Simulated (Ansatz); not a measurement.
**BN: rattled cells**

Aim: for BN, see what random moves of the atoms cost.

Method: DFT r2SCAN, scalar-relativistic, plane waves, PAW, in Ansatz 0.2.0.

1 further run of the same task is left out (set aside as unsound or not needed). Runs told in other sessions of the task aren't counted.

### 1 The starting structure

The structure is hexagonal, space group P6_3mc (No. 186). The conventional cell has a = 2.544 Å, b = 2.544 Å, c = 4.208 Å, α = 90.00°, β = 90.00°, γ = 120.00°. B (site symmetry 3m) is surrounded by 4 N at 1.56 to 1.58 Å. Around N (site symmetry 3m) lie 4 B at 1.56 to 1.58 Å.

Coordinates:

```cif
data_structure
_symmetry_space_group_name_H-M 'P 1'
_symmetry_Int_Tables_number 1
_cell_length_a 2.5440
_cell_length_b 2.5440
_cell_length_c 4.2077
_cell_angle_alpha 90.000
_cell_angle_beta 90.000
_cell_angle_gamma 120.000
_cell_volume 23.58
loop_
_atom_site_label
_atom_site_type_symbol
_atom_site_fract_x
_atom_site_fract_y
_atom_site_fract_z
_atom_site_occupancy
B1 B 0.66667 0.33333 0.99980 1
B2 B 0.33333 0.66667 0.49980 1
N1 N 0.66667 0.33333 0.62520 1
N2 N 0.33333 0.66667 0.12520 1
```

It goes back to an entry of the Materials Project, which need not be the stable form.

It is the result of an earlier relaxation at this level (volume 5.90 Å³/atom; gap on the mesh: 5.75 eV).

### 2 Zero of energy

Reference values: F = -1087.9362 eV; pressure 0.00 GPa; largest force 0.000 eV/Å; gap on the mesh 5.75 eV. It was computed beforehand with the settings of the runs below.

### 3 Next: rattled cells

All atoms are moved at random with no net shift, in some cells together with a random strain.

### 4 At rms move = 0.047 Å

input.yaml

```yaml
crystal:
  lattice:
    - [2.5327147326, -0.0335548967, 0.03381035]
    - [-1.2954167593, 2.1892852592, -0.0163867457]
    - [0.0559226419, 0.0009901407, 4.1649851725]
  atoms:
    - { symbol: B, position: [0.6627896157, 0.3166799967, 0.9985423252] }
    - { symbol: B, position: [0.3300342462, 0.6797811047, 0.4974386018] }
    - { symbol: "N", position: [0.6757660343, 0.3435588983, 0.6151579207] }
    - { symbol: "N", position: [0.3314101038, 0.6599800004, 0.1388611523] }
basis:
  ecutwfc: 500
kpoints:
  mp_grid: { grid: [12, 12, 6] }
hamiltonian:
  xc: r2scan
scf:
  occupations: { method: gaussian, width: 0.05 }
output:
  forces: true
  stress: true
  eigenvalues: true
```

Started as:

```bash
ansatz run input.yaml --threads 2 --pin off --max-ram 5120MiB --backend cpu --events-out ev --progress --plain --runs-dir out
```

### 5 rms move = 0.405 Å

input.yaml

```yaml
crystal:
  lattice:
    - [2.4731317913, -0.0687543416, -0.0102535957]
    - [-1.2961089021, 2.2301410332, -0.037027942]
    - [-0.0169595452, -0.0805107358, 4.1751617165]
  atoms:
    - { symbol: B, position: [0.7695990767, 0.3406327772, 0.9457713017] }
    - { symbol: B, position: [0.2774322785, 0.4382830737, 0.4791753168] }
    - { symbol: "N", position: [0.6681733655, 0.4685493129, 0.6702149528] }
    - { symbol: "N", position: [0.2847952793, 0.7525348362, 0.1548384286] }
basis:
  ecutwfc: 500
kpoints:
  mp_grid: { grid: [12, 12, 6] }
hamiltonian:
  xc: r2scan
scf:
  occupations: { method: gaussian, width: 0.05 }
output:
  forces: true
  stress: true
  eigenvalues: true
```

### 6 rms move = 0.207 Å

input.yaml

```yaml
crystal:
  lattice:
    - [2.5504393357, 0.0037391523, 0.0113996106]
    - [-1.2719814669, 2.1741713319, -0.0020212657]
    - [0.0188550649, 0.0070255902, 4.1746133642]
  atoms:
    - { symbol: B, position: [0.7395452097, 0.3556203983, 0.9486777533] }
    - { symbol: B, position: [0.3221269129, 0.7097285216, 0.5556577311] }
    - { symbol: "N", position: [0.6641636318, 0.3144214141, 0.6097411836] }
    - { symbol: "N", position: [0.2741642457, 0.620229666, 0.1359233319] }
basis:
  ecutwfc: 500
kpoints:
  mp_grid: { grid: [12, 12, 6] }
hamiltonian:
  xc: r2scan
scf:
  occupations: { method: gaussian, width: 0.05 }
output:
  forces: true
  stress: true
  eigenvalues: true
  write_density: true
  write_potential: true
  elf: true
  volumetric_format: npy
```

### 7 Point rms move = 0.100 Å

input.yaml

```yaml
crystal:
  lattice:
    - [2.5439665234, 0.0, 0.0]
    - [-1.2719832617, 2.2031396356, 0.0]
    - [0.0, 0.0, 4.2077449346]
  atoms:
    - { symbol: B, position: [0.6639968038, 0.3353005822, 0.9756549539] }
    - { symbol: B, position: [0.3080391862, 0.6334626799, 0.510046704] }
    - { symbol: "N", position: [0.7051872968, 0.3899887081, 0.6361227334] }
    - { symbol: "N", position: [0.3227767132, 0.6412480298, 0.1281756087] }
basis:
  ecutwfc: 500
kpoints:
  mp_grid: { grid: [12, 12, 6] }
hamiltonian:
  xc: r2scan
scf:
  occupations: { method: gaussian, width: 0.05 }
output:
  forces: true
  stress: true
  eigenvalues: true
```

(Steps that only read results are left out.)

Before running it: what results should come out?

**Answer**, as computed:

| quantity | value |
| --- | --- |
| costliest cell | 1662.3 meV/atom at an rms move of 0.405 Å |

**Reading.** The cost runs from 65.1 to 1662.3 meV/atom. Energy over the square of the rms move lies between 10.1 and 29.0 eV/Å² per atom; a harmonic solid under isotropic random moves would keep it roughly constant, while strain and close contacts change it. The gap on the mesh stays between 0.47 and 5.75 eV.
